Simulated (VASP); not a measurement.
## VASP 6.6.1 run: HgTe

INCAR

```
ISMEAR = -5
LCHARG = .FALSE.
ISIF = 2
LASPH = .TRUE.
ENCUT = 520
IBRION = -1
NBANDS = 16
SIGMA = 0.02
NELM = 51
LREAL = .FALSE.
NSW = 0
LWAVE = .FALSE.
GGA = CA
EDIFF = 1E-7
PREC = Accurate
```

KPOINTS

```
KPOINTS created by Atomic Simulation Environment
0
Gamma
2 1 1
0 0 0
```

POSCAR

```
Hg Te
 1.0000000000000000
     0.0000000000000000    3.0434522883094655    3.0434522883094655
     3.0434522883094659    0.0000000000000000    3.0434522883094655
     3.0434522883094659    3.0434522883094655   -0.0000000000000000
 Hg  Te
   1   1
Cartesian
 -0.0000000000000000 -0.0000000000000000  0.0000000000000000
  3.0434522883094655  3.0434522883094659  3.0434522883094663
```

The recommended LDA PAW datasets give the neutral cell 18 valence electrons.

Command

```
mpirun -np 1 vasp_std
```

Standard output (part)

```
POSCAR found type information on POSCAR HgTe
 POSCAR found :  2 types and       2 ions
 LDA part: xc-table for (Slater(with rela. corr.)+CA(PZ))
 , standard interpolation
|     Your reciprocal lattice and k-lattice belong to different lattice       |
|     classes:                                                                |
|        The reciprocal lattice is body-centered cubic,                       |
|        whereas your k-lattice is rhombohedral (trigonal).                   |
|     Results are often still useful ...                                      |
|     EEEEEEE  RRRRRR   RRRRRR   OOOOOOO  RRRRRR      ###     ###     ###     |
|     E        R     R  R     R  O     O  R     R     ###     ###     ###     |
|     E        R     R  R     R  O     O  R     R     ###     ###     ###     |
|     EEEEE    RRRRRR   RRRRRR   O     O  RRRRRR       #       #       #      |
|     E        R    R   R    R   O     O  R    R      ###     ###     ###     |
|     EEEEEEE  R     R  R     R  OOOOOOO  R     R     ###     ###     ###     |
|     IBZKPT: tetrahedron method fails for NKPT<4. NKPT = 2                   |
|       ---->  I REFUSE TO CONTINUE WITH THIS SICK JOB ... BYE!!! <----       |
```

VASP stopped before the first electronic step.

**Question.** Find the fault in these files.

**Answer.** Tetrahedra on too few k points. VASP stopped before the first electronic step.
